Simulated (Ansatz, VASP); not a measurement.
**Ru: VASP beside Ansatz**

The input INCAR:

```
SYSTEM = Ru
ALGO = Fast
EDIFF = 1E-6
ENCUT = 520
GGA = PS
ISIF = 2
ISMEAR = 0
LASPH = .True.
LCHARG = .False.
LREAL = .False.
LWAVE = .False.
NBANDS = 21
NELM = 100
PREC = Accurate
SIGMA = 0.15
```

File KPOINTS:

```
k-points
0
Gamma
  21 21 12
  0 0 0
```

The input POSCAR:

```
Ru
1.0
    2.7185438099      0.0000000000      0.0000000000
   -1.3592719049      2.3543280007      0.0000000000
    0.0000000000      0.0000000000      4.0960299583
Ru
2
Direct
    0.3333333333      0.6666666667      0.2500000000
    0.6666666667      0.3333333333      0.7500000000
```

Input for Ansatz:

```yaml
crystal:
  lattice:
    - [2.7185438099, 0.0, 0.0]
    - [-1.3592719049, 2.3543280007, 0.0]
    - [0.0, 0.0, 4.0960299583]
  atoms:
    - { symbol: Ru, position: [0.3333333333, 0.6666666667, 0.25] }
    - { symbol: Ru, position: [0.6666666667, 0.3333333333, 0.75] }
basis:
  ecutwfc: 420
kpoints:
  mp_grid: { grid: [21, 21, 12] }
hamiltonian:
  xc: pbesol
  pseudopotentials: { kind: paw, azcp: { folder: soft_1 } }
scf:
  occupations: { method: gaussian, width: 0.15 }
output:
  forces: true
  stress: true
  eigenvalues: true
```

Alike in both runs: task single point; functional PBEsol; k mesh 21 × 21 × 12; occupations gaussian, width 0.15 eV; no spin polarisation.

|  | VASP | Ansatz |
| --- | --- | --- |
| version | VASP 6.6.1 | Ansatz 0.2.0 |
| potentials or method | VASP PAW PBE potentials, release 64 (Ru_pv) | scalar-relativistic, plane waves, PAW |
| plane-wave cutoff (eV) | 520 | 420 |
| valence electrons in the cell | 28 | 32 |

```tsv
	VASP	Ansatz	Ansatz less VASP
gap on the k mesh at the Fermi level (eV)	none	none	-
pressure (GPa)	7.4	7.5	+0.09
largest component of the traceless stress (GPa)	15.80	15.82	+0.017
```

A gap of «none» marks a metal or a gap that the smearing closes. With one functional, cell and mesh, what is left measures potentials, basis and numerics. The two sets of potentials don't hold the same shells in valence. Ansatz warned: «pseudo_functional_mismatch».

Caveats: the PAW data sets were made with another functional, which shifts forces and pressure a little (VASP).
